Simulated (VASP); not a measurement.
Hf: relaxation of cell and atoms with PBEsol

Crystal: Hf.

```
Hf
1.0
    -1.53064    1.53064    1.53064
     1.53064   -1.53064    1.53064
     1.53064    1.53064   -1.53064
Hf
1
Direct
  0.00000 0.00000 0.00000
```

This isn't the form of Hf at room conditions, which is hcp.

```
Program                : VASP 6.6.1
Task                   : relaxation of cell and atoms
Functional             : PBEsol
Potentials or basis    : VASP PAW PBE potentials, release 64 (Hf)
Cutoff                 : 520 eV
k mesh                 : 16 × 16 × 16
Occupations            : gaussian, width 0.1 eV
Spin                   : no spin polarisation
Target pressure        : 75 GPa
Further INCAR settings : ALGO = Normal; EDIFF = 1e-07; IBRION = 2; EDIFFG = -0.002; NSW = 80; ISIF = 3
Target pressure        : 75 GPa
```

| Item | Value |
| --- | --- |
| Pressure after relaxing | 75.0 GPa |
| Band gap on the k mesh | none (metal or under the smearing width) |

Final structure:
```
Hf
1.0
    -1.53064    1.53064    1.53064
     1.53064   -1.53064    1.53064
     1.53064    1.53064   -1.53064
Hf
1
Direct
  0.00000 0.00000 0.00000
```

Levels at points of the mesh, in eV from the Fermi level:
| k point | band 1 | band 2 | band 3 | band 4 | band 5 |
| --- | --- | --- | --- | --- | --- |
| (0.00, 0.00, 0.00) | -8.19 | 1.66 | 1.66 | 1.66 | 5.94 |
| (0.50, 0.00, 0.00) | -5.21 | -1.77 | 4.05 | 6.28 | 7.80 |
| (0.50, 0.50, 0.50) | -5.28 | -5.28 | 10.84 | 10.84 | 10.84 |

Run time: 4.7 s on 1 thread of Intel(R) Xeon(R) 6975P-C (Granite Rapids), with other jobs on the host, peak memory 0.14 GiB.

Caveat: the relaxation stopped at its first step, so nothing moved; the cell is relaxed towards a set pressure, so the enthalpy falls and the energy may rise; the PAW data sets were made with another functional, which shifts forces and pressure a little. The run has no spin-orbit coupling, so splittings on Hf are missing.
